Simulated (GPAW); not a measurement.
Crystal: Co.

```
Co
1.0
     0.00000    3.21737    3.21737
     3.21737    0.00000    3.21737
     3.21737    3.21737    0.00000
Co
6
Cartesian
  0.8043 0.8043 0.8043
  0.8043 2.4130 2.4130
  2.4130 0.8043 2.4130
  2.4130 2.4130 0.8043
  3.2174 3.2174 3.2174
  4.8261 4.8261 4.8261
```

This isn't the form of Co at room conditions, which is hcp.

Base run:

```yaml
Program: GPAW 26.7.0
Functional: PBEsol
Potentials_or_basis: PAW data sets generated in the run's folder for this functional
Cutoff: 600 eV
Basis: pw
k_mesh: 7 × 7 × 7
Occupations: fermi-dirac, width 0.05 eV
Spin: collinear spin, ferromagnetic start
Starting_moments: "[3.5, 3.5, 3.5, 3.5, 3.5, 3.5] μB"
```

Its results: band gap on the k mesh none (metal or under the smearing width); pressure -2.6 GPa.

Task: The run is repeated on the same cell with these changes: spin from collinear spin, ferromagnetic start to no spin polarisation. What comes out?

Result: Band gap on the k mesh none (metal or under the smearing width); pressure -12.7 GPa.
